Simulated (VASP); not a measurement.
A run of VASP 6.6.1:

INCAR

```
SYSTEM = BP
ALGO = Normal
EDIFF = 1E-6
ENCUT = 520
GGA = PE
ISIF = 2
ISMEAR = -1
LASPH = .TRUE.
LCHARG = .FALSE.
LREAL = .FALSE.
LWAVE = .FALSE.
NBANDS = 11
NELM = 100
PREC = Accurate
SIGMA = 0.02
```

Contents of KPOINTS:

```
k-points
0
G
  10 10 10
  0 0 0
```

The input POSCAR:

```
BP
1.0
    0.0000000000      2.2683156724      2.2254445061
    2.2683156724      0.0000000000      2.2254445061
    2.2683156724      2.2683156724      0.0000000000
B P
1 1
Direct
    0.0000000000      0.0000000000      0.0000000000
    0.2500000000      0.2500000000      0.2500000000
```

Potentials or basis: VASP PAW PBE potentials, release 64 (B, P).

Launch:

```console
$ cat potpaw_PBE.64/B/POTCAR potpaw_PBE.64/P/POTCAR > POTCAR
$ mpirun -np 1 vasp_std > vasp.out
```

Hardware: 1 thread of Intel(R) Xeon(R) 6975P-C (Granite Rapids) (shared host).

Problem. Estimate the wall time of this run.

Solution. It took 7 s on 1 thread of Intel(R) Xeon(R) 6975P-C (Granite Rapids), with other jobs on the host, peak memory 0.14 GiB. Counts: scf iterations 12, k points 102.
